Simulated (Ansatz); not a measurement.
Crystal: HgTe (Coloradoite).

```
Hg Te
1.0
     4.54599    0.00000    0.00000
     2.27299    3.93694    0.00000
     2.27299    1.31231    3.71178
Hg Te
1 1
Direct
  0.00000 0.00000 0.00000
  0.75000 0.75000 0.75000
```

The cell isn't the ideal one: the cell as VASP's run set it.

Below is the output of Ansatz 0.2.0 for this cell. Logs are shortened: lines on timing, memory, paths and dates and some standing lists are left out, and cuts for length are marked.

```text
Warning: RAYON_NUM_THREADS=1 ignored (pool sized by the plan → 1); use --threads N
LAPW: plane waves up to 8.292 Å⁻¹, error target 1.0e-3 eV per atom; small_component_spin mean_spin; Te in spheres of 1.373 Å, 24 of its electrons in bands, Dirac shells []; Hg in spheres of 1.411 Å, 44 of its electrons in bands, Dirac shells [] (how accurate: hamiltonian.pseudopotentials.lapw.basis_error, Limitations)
Engine: ansatz 0.2.0, aarch64-unknown-linux-gnu
Pseudopotentials: kind: all_electron
Pseudopotential: Hg, LAPW, valence charge 44, lapw/all_electron/scalar/gaussian/Hg, Koelling and Harmon's equation, gaussian nucleus
Pseudopotential: Te, LAPW, valence charge 24, lapw/all_electron/scalar/gaussian/Te, Koelling and Harmon's equation, gaussian nucleus
Functional definition: PBE
  parameter kappa = 0.804
  parameter beta = 0.06672455060314922
  exchange = pbe_x(kappa = kappa, mu = beta*pi^2/3)
  correlation = pbe_c(beta = beta)
Crystal: 2 atoms, lattice volume = 66.431 Å³
Basis set: ecut = 261.93318179243107 eV, 609 PW (Γ), exchange–correlation at level 2
Bands: 41, of which v1, the nominal top of the filled ones, is band 34 counted from 1 (33 counted from 0)
Symmetry: 24 space group operations
[... 17 lines left out ...]
SCF iter   7: F=-718714.462122 eV  HF=-718714.462122 eV  |F-HF|=8.21e-8  |Δ(HF+E_count)|=   9.80e-7  Δρ=7.24e-6  dr2=2.86e-8  ethr=6.59e-10  ⟨swp⟩=3.0  Hψ=2498  notcnv=0
SCF 1 converged in 7 iterations: F = -718714.462122 eV  dr2 = 2.86e-8
SCF converged after 7 iterations
Free energy (F): -718714.462122 eV
Harris-Foulkes:  -718714.462122 eV  (|F-HF|=8.21e-8)
Internal energy: -718714.461897 eV  (E = F + TS)
E sigma→0 (E₀):  -718714.462010 eV
Entropy (-TS):   -0.000225 eV (-0.112 meV/atom)
Fermi energy:    11.157475 eV
--- Per-component energies (eV) ---
  E_band       = -6059.396338
  E_kinetic    = 805989.973940
  E_xc         = -14927.704932
  E_electrostatic = -1509776.730906  (all electrons and nuclei)
  E_smearing   = -0.000225  (= −TS)
  E_closure    = 0.000000  (closes the sum)
  E_atoms      = -718710.908198  (free atoms, spherical and without spin; not in F)
  Σ components = -718714.462122   (vs F -718714.462122, Δ=0.00e0)
  Basis errors (estimates in eV, not in F): energy 4.4e-4 per atom: plane waves 4.0e-4 (2.3e-4 summed), levels above the bands 0.0e0, relativity 6.7e-8, radial functions 3.4e-5, core shells 1.3e-8; eigenvalues (radial functions only) 9.0e-7; not estimated: angular momenta, meshes, grids; target (lapw.basis_error) 1.0e-3; muffin-tin radii Te 1.373 Å, Hg 1.411 Å
--- Forces (eV/Å), atoms counted from 1 ---
  atom   1  Hg    -0.00000000    -0.00000000     0.00000000
  atom   2  Te     0.00000000     0.00000000     0.00000000
  max |Σ_I F_I| component: 4.34e-17 eV/Å
--- Stress (GPa, compression-positive) ---
        4.563211       0.000000      -0.000000
        0.000000       4.563211      -0.000000
       -0.000000      -0.000000       4.563211
  P = ⅓ Tr σ = 4.5632 GPa (45.632 kbar)
--- Band table (eV; the first three rows and the last of 20) ---
  k-point 0: bands = ["-334.0886", "-334.0886", "-334.0867", "-334.0867", "-334.0867", "-148.2634", "-103.8409", "-98.3026", "-98.3026", "-98.3026", "-81.7870", "-81.7870", "-81.7870", "-81.7860", "-81.7860", "-81.7860", "-81.7848", "-52.2942", "-52.2942", "-52.2942", "-25.6401", "-25.6401", "-25.6401", "-25.6313", "-25.6313", "-0.9610", "3.6939", "3.6939", "3.6939", "4.2435", "4.2435", "10.4630", "11.1422", "11.1422", "11.1422", "15.3586", "15.3586", "15.3586", "17.6069", "20.8712", "20.8712"]
  k-point 1: bands = ["-334.0886", "-334.0886", "-334.0867", "-334.0867", "-334.0867", "-148.2634", "-103.8409", "-98.3026", "-98.3026", "-98.3026", "-81.7870", "-81.7870", "-81.7870", "-81.7860", "-81.7860", "-81.7860", "-81.7848", "-52.2943", "-52.2942", "-52.2942", "-25.6402", "-25.6400", "-25.6400", "-25.6313", "-25.6313", "-0.8582", "3.7224", "3.7224", "3.7330", "4.2408", "4.2408", "9.0766", "10.9122", "10.9122", "11.8995", "15.3306", "15.6577", "15.6577", "18.7237", "19.8546", "19.8546"]
  k-point 2: bands = ["-334.0886", "-334.0886", "-334.0867", "-334.0867", "-334.0867", "-148.2634", "-103.8409", "-98.3026", "-98.3026", "-98.3026", "-81.7870", "-81.7870", "-81.7870", "-81.7860", "-81.7860", "-81.7860", "-81.7848", "-52.2943", "-52.2943", "-52.2943", "-25.6404", "-25.6399", "-25.6399", "-25.6312", "-25.6312", "-0.6130", "3.7801", "3.7801", "3.9238", "4.2449", "4.2449", "7.3052", "10.4721", "10.4721", "12.0039", "16.0856", "16.0856", "16.4511", "18.7982", "19.8125", "19.8125"]
  k-point 19: bands = ["-334.0886", "-334.0886", "-334.0867", "-334.0867", "-334.0867", "-148.2634", "-103.8409", "-98.3026", "-98.3026", "-98.3026", "-81.7870", "-81.7870", "-81.7870", "-81.7860", "-81.7860", "-81.7860", "-81.7848", "-52.2943", "-52.2943", "-52.2943", "-25.6405", "-25.6401", "-25.6396", "-25.6313", "-25.6310", "-0.1791", "3.9078", "3.9663", "4.1736", "4.2298", "4.8225", "5.5991", "8.1963", "8.9275", "13.9948", "15.5761", "16.8220", "17.7318", "19.8850", "21.3135", "23.0880"]
```

Task: Write the input and the command behind it.

Result: Single point with PBE, no spin polarisation. The files as run (others can give the same):

input.yaml
```yaml
crystal:
  lattice:
    - [4.5459895, 0.0, 0.0]
    - [2.27299475, 3.9369423923, 0.0]
    - [2.27299475, 1.3123141308, 3.7117848837]
  atoms:
    - { symbol: Hg, position: [0.0, 0.0, 0.0] }
    - { symbol: Te, position: [0.75, 0.75, 0.75] }
kpoints:
  mp_grid: { grid: [7, 7, 7] }
scf:
  occupations: { method: gaussian, width: 0.05 }
hamiltonian:
  xc: pbe
  pseudopotentials: { kind: all_electron, lapw: { basis_error: 0.001 } }
output:
  forces: true
  stress: true
  eigenvalues: true
```

Potentials or basis: all-electron LAPW, scalar-relativistic.
The run is started by
```sh
$ ansatz run input.yaml --threads 1 --pin off --max-ram 3072MiB --backend cpu --events-out ev --progress --plain --runs-dir out
```
